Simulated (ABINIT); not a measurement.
WS2, 3 atoms in the cell. The cell holds a slab with vacuum, 3 atoms: a = 3.130 Å, b = 3.130 Å, c = 16.952 Å, α = 90.00°, β = 90.00°, γ = 120.00°.  The cell isn't the ideal one: cell relaxed.

- Program: ABINIT 10.8.3 (patched build)
- Task: single point
- Functional: LDA
- Potentials or basis: HGH LDA
- Cutoff: 762 eV
- k mesh: 8 × 8 × 2
- Occupations: fermi-dirac, width 0.05 eV
- Spin: no spin polarisation

Potentials or basis: HGH LDA.

The run is started by

```bash
$ mpirun --bind-to none -np 4 abinit run.abi > log 2>&1
```

Hardware: 4 MPI ranks on Arm Neoverse V1 (shared host).

Q: How long does it take, and how much memory?

A: Run time: 30 s on 4 MPI ranks on Arm Neoverse V1 (shared host), peak memory 0.36 GiB a rank. Counts: scf iterations 21, mpi ranks 4, k points 20, bands 13, plane waves 6906.
